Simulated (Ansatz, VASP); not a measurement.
# Two plane-wave programs on BiTe

File POSCAR:

```
BiTe
1.0
    0.0000000000      3.1689610617      3.1689610617
    3.1689610617      0.0000000000      3.1689610617
    3.1689610617      3.1689610617      0.0000000000
Bi Te
1 1
Direct
    0.0000000000      0.0000000000      0.0000000000
    0.5000000000      0.5000000000      0.5000000000
```

Contents of INCAR.step1:

```
SYSTEM = BiTe
  PREC = Accurate
  ENCUT = 520
  ISMEAR = -1
  SIGMA = 0.05
  LREAL = .FALSE.
  LASPH = .TRUE.
  NELM = 100
  NBANDS = 18
  GGA = PE
  ALGO = Normal
  EDIFF = 1E-4
  LWAVE = .TRUE.
  LCHARG = .FALSE.
```

INCAR.step2

```
SYSTEM = BiTe
  PREC = Accurate
  ENCUT = 520
  EDIFF = 1E-6
  ISMEAR = -1
  SIGMA = 0.05
  LREAL = .FALSE.
  LASPH = .TRUE.
  NELM = 100
  ALGO = Normal
  ISIF = 2
  LWAVE = .FALSE.
  LCHARG = .FALSE.
  METAGGA = R2SCAN
  LMIXTAU = .TRUE.
  NBANDS = 18
  ISTART = 1
```

Contents of KPOINTS:

```
Automatic mesh
0
G
  7 7 7
  0 0 0
```

Contents of input.yaml:

```yaml
crystal:
  lattice:
    - [0.0, 3.1689610617, 3.1689610617]
    - [3.1689610617, 0.0, 3.1689610617]
    - [3.1689610617, 3.1689610617, 0.0]
  atoms:
    - { symbol: Bi, position: [0.0, 0.0, 0.0] }
    - { symbol: Te, position: [0.5, 0.5, 0.5] }
hamiltonian:
  xc: r2scan
  pseudopotentials: { kind: paw }
kpoints:
  mp_grid: { grid: [7, 7, 7] }
scf:
  occupations: { method: fermi_dirac, width: 0.05 }
output:
  forces: true
  stress: true
  eigenvalues: true
  write_density: true
  write_potential: true
  elf: true
  volumetric_format: npy
```

Alike in both runs: task single point; functional r2SCAN; k mesh 7 × 7 × 7; occupations fermi-dirac, width 0.05 eV; no spin polarisation.

|  | VASP | Ansatz |
| --- | --- | --- |
| version | VASP 6.6.1 | Ansatz 0.2.0 |
| potentials or method | VASP PAW PBE potentials, release 64 (Bi_d, Te) | Ansatz PAW |
| plane-wave cutoff (eV) | 520 | 500 |
| valence electrons in the cell | 21 | 31 |

```csv
,VASP,Ansatz,Ansatz less VASP
gap on the k mesh at the Fermi level (eV),none,none,-
pressure (GPa),3.7,3.7,+0.02
```

A gap of «none» marks a metal or a gap that the smearing closes. With one functional, cell and mesh, what is left measures potentials, basis and numerics. The two sets of potentials don't hold the same shells in valence.

Caveats: spin-orbit coupling is left out, which moves the levels of the heavy elements; the PAW data sets were made with another functional, which shifts forces and pressure a little (VASP); the PAW data sets come from PBE, with cores solved anew for the run's functional, which leaves a small shift of forces and pressure (Ansatz).
